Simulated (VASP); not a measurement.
# Al in VASP: work function with PBE

Aim: the work function of Al with PBE.

All numbers are computed with VASP 6.6.1; they aren't measurements. Logs are shortened: lines on timing, memory, paths and dates and some standing lists are left out, and cuts for length are marked.

## (1) Starting point

The cell holds a slab with vacuum, 3 atoms: a = 2.912 Å, b = 2.912 Å, c = 21.989 Å, α = 90.00°, β = 90.00°, γ = 90.00°.

The cell was built by a generator and needn't be a form met in nature.

## (2) Work function, PBE

File INCAR:

```
  PREC = Accurate
  ENCUT = 240
  EDIFF = 1E-7
  ISMEAR = 1
  SIGMA = 0.1
  LREAL = F
  LASPH = T
  NELM = 60
  ALGO = Fast
  ISIF = 2
  LWAVE = F
  LCHARG = T
  LDIPOL = T
  IDIPOL = 3
  DIPOL = 0.5 0.5 0.500
  GGA = PE
  LVHAR = T
  LVACPOTAV = T
  KPAR = 2
```

File KPOINTS:

```
regular mesh
0
Gamma
  11 11 1
```

File POSCAR:

```
Al                                      
1.0
    2.9124880100      0.0000000000      0.0000000000
    0.0000000000      2.9124880100      0.0000000000
    0.0000000000      0.0000000000     21.9889459200
  Al            
     3
Direct
     0.5000000000000000    0.5000000000000000    0.4080570667815259
     1.0000000000000000    0.0000000000000000    0.5000000000000000
     0.5000000000000000    0.5000000000000000    0.5919429332184740
```

Potentials or basis: VASP PAW PBE potentials, release 64 (Al).

Command:

```bash
$ cat potpaw_PBE.64/Al/POTCAR > POTCAR
$ mpirun -np 2 vasp_std > vasp.out
```

OUTCAR:

```text
PREC = Accurate
   ENCUT = 240
   EDIFF = 1E-7
   ISMEAR = 1
   LREAL = F
   LASPH = T
   NELM = 60
   ISIF = 2
   GGA = PE

 ion  position               nearest neighbor table
   1  0.500  0.500  0.408-   2 2.89   2 2.89   2 2.89   2 2.89
   2  0.000  0.000  0.500-   1 2.89   3 2.89   1 2.89   3 2.89   1 2.89   3 2.89   1 2.89   3 2.89

   3  0.500  0.500  0.592-   2 2.89   2 2.89   2 2.89   2 2.89

  LATTYP: Found a simple tetragonal cell.
 ALAT       =     2.9124880100
 C/A-ratio  =     7.5498837573

  Lattice vectors:

 A1 = (   2.9124880100,   0.0000000000,   0.0000000000)
 A2 = (   0.0000000000,   2.9124880100,   0.0000000000)
 A3 = (   0.0000000000,   0.0000000000,  21.9889459200)

Analysis of symmetry for initial positions (statically):
=====================================================================
 Subroutine PRICEL returns:
 Original cell was already a primitive cell.

 Routine SETGRP: Setting up the symmetry group for a
 simple tetragonal supercell.

 Subroutine GETGRP returns: Found 16 space group operations
 (whereof 16 operations were pure point group operations)
 out of a pool of 16 trial point group operations.

The static configuration has the point symmetry D_4h.

Analysis of symmetry for dynamics (positions and initial velocities):
=====================================================================
 Subroutine PRICEL returns:
 Original cell was already a primitive cell.

 Routine SETGRP: Setting up the symmetry group for a
 simple tetragonal supercell.

 Subroutine GETGRP returns: Found 16 space group operations
 (whereof 16 operations were pure point group operations)
 out of a pool of 16 trial point group operations.

The dynamic configuration has the point symmetry D_4h.

 Subroutine INISYM returns: Found 16 space group operations
 (whereof 16 operations are pure point group operations),
 and found     1 'primitive' translations

----------------------------------------------------------------------------------------

                                     Primitive cell

  volume of cell :     186.5231

  direct lattice vectors                    reciprocal lattice vectors
     2.912488010  0.000000000  0.000000000     0.343349053  0.000000000  0.000000000
     0.000000000  2.912488010  0.000000000     0.000000000  0.343349053  0.000000000
     0.000000000  0.000000000 21.988945920     0.000000000  0.000000000  0.045477396

  length of vectors
     2.912488010  2.912488010 21.988945920     0.343349053  0.343349053  0.045477396

  position of ions in fractional coordinates (direct lattice)
     0.500000000  0.500000000  0.408057067
     0.000000000  0.000000000  0.500000000
     0.500000000  0.500000000  0.591942933

  ion indices of the primitive-cell ions
   primitive index   ion index
                 1           1
                 2           2
                 3           3

----------------------------------------------------------------------------------------

 KPOINTS: regular mesh

Automatic generation of k-mesh.
 Grid dimensions read from file:
 generate k-points for:   11   11    1

 Generating k-lattice:

  Cartesian coordinates                     Fractional coordinates (reciprocal lattice)
     0.031213550  0.000000000  0.000000000     0.090909091  0.000000000  0.000000000
     0.000000000  0.031213550  0.000000000     0.000000000  0.090909091  0.000000000
     0.000000000  0.000000000  0.045477396     0.000000000  0.000000000  1.000000000

  Length of vectors
     0.031213550  0.031213550  0.045477396

  Shift w.r.t. Gamma in fractional coordinates (k-lattice)
     0.000000000  0.000000000  0.000000000

 Subroutine IBZKPT returns following result:
 ===========================================

 Found     21 irreducible k-points:

 Following reciprocal coordinates:
            Coordinates               Weight
  0.000000  0.000000  0.000000      1.000000
  0.090909  0.000000  0.000000      4.000000
  0.181818  0.000000  0.000000      4.000000
  0.272727  0.000000  0.000000      4.000000
  0.363636  0.000000  0.000000      4.000000
  0.454545  0.000000  0.000000      4.000000
[... 13 lines left out ...]
  0.454545  0.363636  0.000000      8.000000
  0.454545  0.454545  0.000000      4.000000
   k-points           NKPTS =     21   k-points in BZ     NKDIM =     21   number of bands    NBANDS=      8
   number of dos      NEDOS =    301   number of ions     NIONS =      3
   total plane-waves  NPLWV =  28672
   dimension x,y,z NGX =    16 NGY =   16 NGZ =  112
   dimension x,y,z NGXF=    32 NGYF=   32 NGZF=  224
   ions per type =               3
   NGX,Y,Z   is equivalent  to a cutoff of   9.13,  9.13,  8.47 a.u.
   NGXF,Y,Z  is equivalent  to a cutoff of  18.27, 18.27, 16.94 a.u.
 SYSTEM =  unknown system
   PREC   = accura    normal or accurate (medium, high low for compatibility)
   ISTART =      0    job   : 0-new  1-cont  2-samecut
   ICHARG =      2    charge: 1-file 2-atom 10-const
   ISPIN  =      1    spin polarized calculation?
   LNONCOLLINEAR =      F non collinear calculations
   LSORBIT =      F    spin-orbit coupling
   LASPH  =      T    aspherical Exc in radial PAW
   ENCUT  =  240.0 eV  17.64 Ry    4.20 a.u.   3.68  3.68 27.78*2*pi/ulx,y,z
   NELM   =     60;   NELMIN=  2; NELMDL= -5     # of ELM steps
   EDIFF  = 0.1E-06   stopping-criterion for ELM
   LREAL  =      F    real-space projection
   EDIFFG = 0.1E-05   stopping-criterion for IOM
   NSW    =      0    number of steps for IOM
   IBRION =     -1    ionic relax: 0-MD 1-quasi-New 2-CG
   NFREE  =      0    steps in history (QN), initial steepest desc. (CG)
   ISIF   =      2    stress and relaxation
   ISYM   =      2    0-nonsym 1-usesym 2-fastsym
   POTIM  = 0.5000    time-step for ionic-motion
   TEBEG  =    0.0;   TEEND  =   0.0 temperature during run
   PSTRESS=    0.0 pullay stress
   NELECT =       9.0000    total number of electrons
   NUPDOWN=      -1.0000    fix difference up-down
   EMIN   =  10.00;   EMAX   =-10.00  energy-range for DOS
   EFERMI =   0.00;   METHOD = LEGACY
   ISMEAR =     1;   SIGMA  =   0.10  broadening in eV -4-tet -1-fermi 0-gaus
   EFERMI_NEDOS =   21; number of points for ismear=-14 and -15
   IALGO  =     68    algorithm
   IMIX   =      4    mixing-type and parameters
     AMIX     =   0.40;   BMIX     =  1.00
     AMIX_MAG =   1.60;   BMIX_MAG =  1.00
  volume/ion in A,a.u.               =      62.17       419.57
  Fermi-wavevector in a.u.,A,eV,Ry     =   0.595998  1.126273  4.832974  0.355214
  Thomas-Fermi vector in A             =   1.646176
   LORBIT       =      0    0 simple, 1 ext, 2 COOP (PROOUT), +10 PAW based schemes
   GGA     = PE    functional components
   LHFCALC =     F    Hartree Fock is set to
   AEXX    =    0.0000 exact exchange contribution
   IVDW    =     0    specifies the selected vdW correction
   LEPSILON=     F    determine dielectric tensor
   LRPA    =     F    only Hartree local field effects (RPA)
 non-spin polarized calculation
 RMM-DIIS sequential band-by-band and
 Methfessel and Paxton  Order N= 1 SIGMA  =   0.10
  energy-cutoff  :      240.00
  volume of cell :      186.52
 maximum number of plane-waves:      1611
 NGX is ok and might be reduce to    16
   NGX =  7   NGY =  7   NGZ = 55

 number of electron       8.9999999 magnetization

 dipolmoment           0.000000      0.000000     -0.000000 electrons x Angstroem

 Free energy of the ion-electron system (eV)
  ---------------------------------------------------
  ext. energy  EPLUGINS =         0.00000000
  ---------------------------------------------------
  free energy    TOTEN  =       -10.19824757 eV

  energy without entropy =      -10.19829775  energy(sigma->0) =      -10.19826429

 E-fermi :  -1.0140     XC(G=0):  -3.6778

 val. band max:       -1.0571799505   @ k =   0.4545   0.4545   0.0000
 cond. band min:      -0.9560613302   @ k =   0.3636   0.2727   0.0000
 fundamental gap:      0.1011186203
 Fermi energy:        -1.0140480688

 k-point     1 :       0.0000    0.0000    0.0000
  band No.  band energies     occupation
      1     -11.0908      2.00000
      2      -8.8669      2.00000
      3      -5.5482      2.00000
      4      -2.5820      2.00000
      5       1.2084      0.00000
      6       2.8616      0.00000
      7       4.8836      0.00000
      8       4.8911      0.00000

 k-point     2 :       0.0909    0.0000    0.0000
  band No.  band energies     occupation
      1     -10.9472      2.00000
      2      -8.7249      2.00000
      3      -5.4075      2.00000
      4      -2.4484      2.00000
      5       1.3362      0.00000
      6       2.5397      0.00000
      7       3.0060      0.00000
      8       4.9598      0.00000

 k-point     3 :       0.1818    0.0000    0.0000
  band No.  band energies     occupation
      1     -10.5173      2.00000
      2      -8.3000      2.00000
      3      -4.9872      2.00000
      4      -2.0507      2.00000
      5       0.0778     -0.00000
      6       1.7859      0.00000
      7       2.2121      0.00000
      8       3.4397      0.00000

 k-point     4 :       0.2727    0.0000    0.0000
  band No.  band energies     occupation
      1      -9.8035      2.00000
      2      -7.5948      2.00000
      3      -4.2921      2.00000
      4      -2.1738      2.00000
      5      -1.4190      2.00000
      6       0.0212     -0.00000
      7       2.3773      0.00000
      8       3.3531      0.00000

 k-point     5 :       0.3636    0.0000    0.0000
  band No.  band energies     occupation
      1      -8.8102      2.00000
      2      -6.6142      2.00000
      3      -4.2141      2.00000
      4      -3.3301      2.00000
      5      -2.0983      2.00000
      6      -0.3886     -0.00000
      7       1.2229      0.00000
      8       3.5355      0.00000

 k-point     6 :       0.4545    0.0000    0.0000
  band No.  band energies     occupation
      1      -7.5441      2.00000
      2      -6.0038      2.00000
      3      -5.3701      2.00000
      4      -3.8337      2.00000
      5      -2.1732      2.00000
      6      -0.4125     -0.00000
      7       0.6687     -0.00000
      8       2.6074      0.00000

 k-point     7 :       0.0909    0.0909    0.0000
  band No.  band energies     occupation
      1     -10.8037      2.00000
      2      -8.5831      2.00000
      3      -5.2671      2.00000
      4      -2.3149      2.00000
      5       1.4684      0.00000
      6       2.2093      0.00000
      7       3.4109      0.00000
      8       4.2640      0.00000
[... 100 lines left out ...]
 k-point    17 :       0.3636    0.2727    0.0000
  band No.  band energies     occupation
      1      -7.5436      2.00000
      2      -5.3613      2.00000
      3      -3.0504      2.00000
      4      -2.1008      2.00000
      5      -0.9561      0.17845
      6       0.2275     -0.00000
      7       0.7277     -0.00000
      8       2.3041      0.00000

 k-point    18 :       0.4545    0.2727    0.0000
  band No.  band energies     occupation
      1      -6.2914      2.00000
      2      -4.7757      2.00000
      3      -4.1284      2.00000
      4      -2.6305      2.00000
      5      -0.9552      0.17020
      6       0.7337     -0.00000
      7       1.3754      0.00000
      8       1.8160      0.00000

 k-point    19 :       0.3636    0.3636    0.0000
  band No.  band energies     occupation
      1      -6.5684      2.00000
      2      -4.3985      2.00000
      3      -2.5970      2.00000
      4      -1.2985      2.00043
      5      -1.1632      2.05603
      6      -0.5255     -0.00000
      7       0.7168     -0.00000
      8       1.9039      0.00000

 k-point    20 :       0.4545    0.3636    0.0000
  band No.  band energies     occupation
      1      -5.3324      2.00000
      2      -3.8646      2.00000
      3      -3.1820      2.00000
      4      -1.7441      2.00000
      5      -0.5897     -0.00000
      6      -0.0305     -0.00000
      7       0.8595     -0.00000
      8       1.4677      0.00000

 k-point    21 :       0.4545    0.4545    0.0000
  band No.  band energies     occupation
      1      -4.1421      2.00000
      2      -3.1297      2.00000
      3      -2.0172      2.00000
      4      -1.8706      2.00000
      5      -1.0572      1.66016
      6      -0.8321     -0.02737
      7       0.3035     -0.00000
      8       1.2702      0.00000

------------------------ aborting loop because EDIFF is reached ----------------------------------------

  FORCE on cell =-STRESS in cart. coord.  units (eV):
  Direction    XX          YY          ZZ          XY          YZ          ZX
  --------------------------------------------------------------------------------------
  -------------------------------------------------------------------------------------
  Total       -2.4279222     -2.4279222     -0.0454327      0.0000000      0.0000000      0.0000000
  in kB      -20.8551180    -20.8551180     -0.3902532      0.0000000      0.0000000      0.0000000
  external PRESSURE =     -14.0334964 kB  Pullay stress =       0.0000000 kB

 VOLUME and BASIS-vectors are now :
 -----------------------------------------------------------------------------
  energy-cutoff  :      240.00
  volume of cell :      186.52
      direct lattice vectors                 reciprocal lattice vectors
     2.912488010  0.000000000  0.000000000     0.343349053  0.000000000  0.000000000
     0.000000000  2.912488010  0.000000000     0.000000000  0.343349053  0.000000000
     0.000000000  0.000000000 21.988945920     0.000000000  0.000000000  0.045477396

 POSITION                                       TOTAL-FORCE (eV/Angst)
 -----------------------------------------------------------------------------------
      1.45624      1.45624      8.97274         0.000000      0.000000     -0.004301
      0.00000      0.00000     10.99447         0.000000      0.000000      0.000000
      1.45624      1.45624     13.01620        -0.000000     -0.000000      0.004301
 -----------------------------------------------------------------------------------
    total drift:                               -0.000000      0.000000     -0.000000

  FREE ENERGIE OF THE ION-ELECTRON SYSTEM (eV)
  ---------------------------------------------------
  free  energy   TOTEN  =       -10.1982475652 eV

  energy  without entropy=      -10.1982977492  energy(sigma->0) =      -10.19826429

 vacuum level on the upper side and lower side of the slab         3.369         3.369
```

Run time: 5.1 s. Hardware: 2 MPI ranks of Intel Xeon 6975P-C (Granite Rapids), shared host; peak memory 0.14 GiB.

What came out:

* Free energy: -10.1982 eV
* Largest force: 0.004 eV/Å
* Band gap on the k mesh: none (metal or under the smearing width)
* Work function of the upper face: 4.38 eV
* Work function of the lower face: 4.38 eV

Forces on the atoms (eV/Å):
```
Al   0.000  0.000 -0.004
Al   0.000  0.000  0.000
Al   0.000  0.000  0.004
```

Caveat: the cutoff is under 1.25 times the usual one of these potentials, so pressure, stress and relaxed cells hold a basis-set (Pulay) error.
